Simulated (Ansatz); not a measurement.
FeO:

```
CELL_PARAMETERS angstrom
-1.60210 1.60210 2.08339
1.60210 -1.60210 2.08339
1.60210 1.60210 -2.08339
ATOMIC_POSITIONS crystal
Fe 0.00000 0.00000 0.00000
O 0.50000 0.50000 0.00000
```

The cell comes from a database or a generator and needn't be the stable form of this composition.

Base run:

```yaml
Program: Ansatz 0.2.0
Functional: PBEsol
Potentials_or_basis: all-electron LAPW, scalar-relativistic
Cutoff: 376 eV
Density_cutoff: 1503 eV
Basis_error_allowed: 0.001 eV/atom
k_mesh: 12 × 12 × 12
Occupations: fermi-dirac, width 0.05 eV
Spin: collinear spin, ferromagnetic start
Starting_moments: "[3.0, 0.0] μB"
```

Its results: pressure -16.2 GPa; net moment 4.00 μB per cell; site moments Fe +3.59; O +0.31 μB.

Question: The run is repeated on the same cell with these changes: potentials or basis from all-electron LAPW, scalar-relativistic to all-electron LAPW, non-relativistic. What comes out?

Answer: Pressure -15.4 GPa; net moment 4.00 μB per cell; site moments Fe +3.58; O +0.33 μB.

Caveats: a cell with one magnetic atom can't hold antiferromagnetic order, which such compounds often take; so large a pressure means that the cell lies far from this level's equilibrium, or that cutoff or potentials fall short (some runs).

Not every run made on this cell is shown here.
